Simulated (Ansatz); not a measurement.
# CaF2 (fluorite): zero-pressure volume and bulk modulus with mr²SCAN

Aim: take the cell of CaF2 (fluorite) to zero pressure with mr²SCAN, then fit an equation of state.

Program: Ansatz 0.2.0. Level of theory: DFT mr²SCAN, scalar-relativistic, plane waves, PAW. These are calculated values, not measurements.

### Step 1. Starting point

The structure is cubic, space group Fm-3m (No. 225). The conventional cell has a = 5.462 Å, b = 5.462 Å, c = 5.462 Å, α = 90.00°, β = 90.00°, γ = 90.00°. Around Ca (site symmetry m-3m) lie 8 F at 2.37 Å. Around F (site symmetry -43m) lie 4 Ca at 2.37 Å.

As a file:

```
Ca F
1.0
     0.00000    2.73125    2.73125
     2.73125    0.00000    2.73125
     2.73125    2.73125    0.00000
Ca F
1 2
Direct
  0.00000 0.00000 0.00000
  0.25000 0.25000 0.25000
  0.75000 0.75000 0.75000
```

At PBE, an earlier run found 2.18 GPa for this cell of 13.583 Å³/atom (8×8×8 mesh), mesh gap 7.30 eV.

### Step 2. At the given cell

input.yaml

```yaml
crystal:
  lattice:
    - [0.0, 2.7312487411, 2.7312487411]
    - [2.7312487411, 0.0, 2.7312487411]
    - [2.7312487411, 2.7312487411, 0.0]
  atoms:
    - { symbol: Ca, position: [0.0, 0.0, 0.0] }
    - { symbol: F, position: [0.25, 0.25, 0.25] }
    - { symbol: F, position: [0.75, 0.75, 0.75] }
basis:
  ecutwfc: 500
  ecutrho_ratio: 4
kpoints:
  mp_grid: { grid: [8, 8, 8] }
hamiltonian:
  xc: mr2scan
scf:
  occupations: { method: gaussian, width: 0.05 }
output:
  forces: true
  stress: true
  eigenvalues: true
```

Run with:

```bash
ansatz run input.yaml --threads 4 --pin off --max-ram 8192MiB --backend cpu --events-out ev --progress --plain --runs-dir out
```

After this run come: A step to a new volume; A step to a new volume; Volume × 0.98 of the new zero; Volume × 1.02 of the new zero; Volume × 0.96 of the new zero; Volume × 1.04 of the new zero.

Q: Predict the outcome of this session. Wanted: V0; B0; gap on the mesh.

The runs gave:

```
       quantity           value
             V0  13.410 Å³/atom
             B0          89 GPa
gap on the mesh         8.03 eV
    time in all           8.4 s
```

mr²SCAN puts the minimum at 13.41 Å³/atom, -1.3 % from the cell given, which stood at 2.2 GPa under PBE, with a bulk modulus of 89 GPa.
